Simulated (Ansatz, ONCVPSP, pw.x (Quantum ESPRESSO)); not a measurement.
**pw.x on bcc Al: one setting changed**

Potential: optimised norm-conserving Vanderbilt (ONCV), ONCVPSP 4.0.1.1 (patched build), PBE; core [Ne], reference 3s2 3p1; waves: 3s: rc 2.10 bohr, ncon 4, nbas 7, qcut 3.9 1/bohr, 3 projectors, debl 3.5 Ha; 3p: rc 1.90 bohr, ncon 4, nbas 9, qcut 5 1/bohr, 1 projector; d scattering state at 0.15 Ha: rc 1.90 bohr, ncon 4, nbas 8, qcut 5.1 1/bohr, 3 projectors, debl 3.8 Ha; local part: polynomial inside 1.20 bohr (lpopt 5, dvloc0 0 Ha); core correction: none.

The reference run (k-mesh 14³, cutoffs 35/140 Ry, Fermi–Dirac 0.01 Ry, mixing_beta 0.4, conv_thr 1e-9, no spin) gives 0.54 GPa at 16.945 Å³/atom, where all-electron LAPW gives 0.07 GPa. This run, with its own iteration cap, changes k-mesh shift to 1.

```
&control
  calculation='scf', prefix='x', pseudo_dir='./', outdir='./tmp', tstress=.true., disk_io='none'
/
&system
  ibrav=0, nat=1, ntyp=1, ecutwfc=35, ecutrho=140, nbnd=8,
  occupations='smearing', smearing='fd', degauss=0.01
/
&electrons
  conv_thr=1e-09, mixing_beta=0.4, electron_maxstep=50
/
ATOMIC_SPECIES
Al 1.0 Al.UPF
CELL_PARAMETERS angstrom
  -1.61805716 1.61805716 1.61805716
  1.61805716 -1.61805716 1.61805716
  1.61805716 1.61805716 -1.61805716
ATOMIC_POSITIONS crystal
Al 0.0000 0.0000 0.0000
K_POINTS automatic
14 14 14 1 1 1
```

```bash
pw.x < Al.scf.in > Al.scf.out
```

How does the run end?

It converges in 5 iterations; the free energy moves by +4.3 meV/atom and the pressure by -0.22 GPa.

```
Message from routine setup:
     using ibrav=0 with symmetry is DISCOURAGED, use correct ibrav instead
     lattice parameter (alat)  =       5.2961  a.u.
     unit-cell volume          =     114.3505 (a.u.)^3
     number of electrons       =         3.00
     number of Kohn-Sham states=            8
     kinetic-energy cutoff     =      35.0000  Ry
     charge density cutoff     =     140.0000  Ry
     scf convergence threshold =      1.0E-09
     Exchange-correlation= PBE
     number of k points=   100  Fermi-Dirac smearing, width (Ry)=  0.0100
     iteration #  1     ecut=    35.00 Ry     beta= 0.40
     total energy              =      -4.14193057 Ry
     estimated scf accuracy    <       0.00527350 Ry
     iteration #  2     ecut=    35.00 Ry     beta= 0.40
     total energy              =      -4.14170455 Ry
     estimated scf accuracy    <       0.00177923 Ry
     iteration #  3     ecut=    35.00 Ry     beta= 0.40
     total energy              =      -4.14172876 Ry
     estimated scf accuracy    <       0.00000104 Ry
     iteration #  4     ecut=    35.00 Ry     beta= 0.40
     total energy              =      -4.14172932 Ry
     estimated scf accuracy    <       0.00000007 Ry
     iteration #  5     ecut=    35.00 Ry     beta= 0.40
     the Fermi energy is     7.6719 ev
!    total energy              =      -4.14172933 Ry
     estimated scf accuracy    <          1.1E-10 Ry
     smearing contrib. (-TS)   =      -0.00180996 Ry
     The total energy is F=E-TS. E is the sum of the following terms:
     one-electron contribution =       2.80251697 Ry
     hartree contribution      =       0.00488994 Ry
     xc contribution           =      -1.59146022 Ry
     ewald contribution        =      -5.35586606 Ry
     convergence has been achieved in   5 iterations
          total   stress  (Ry/bohr**3)                   (kbar)     P=        3.21
     Message from routine punch:
     Nothing written, as per user request (disk_io='none')
```

The run took about 3.5 s on one core of a shared host (Neoverse-N1, 64 threads, 124 GiB, load 60).
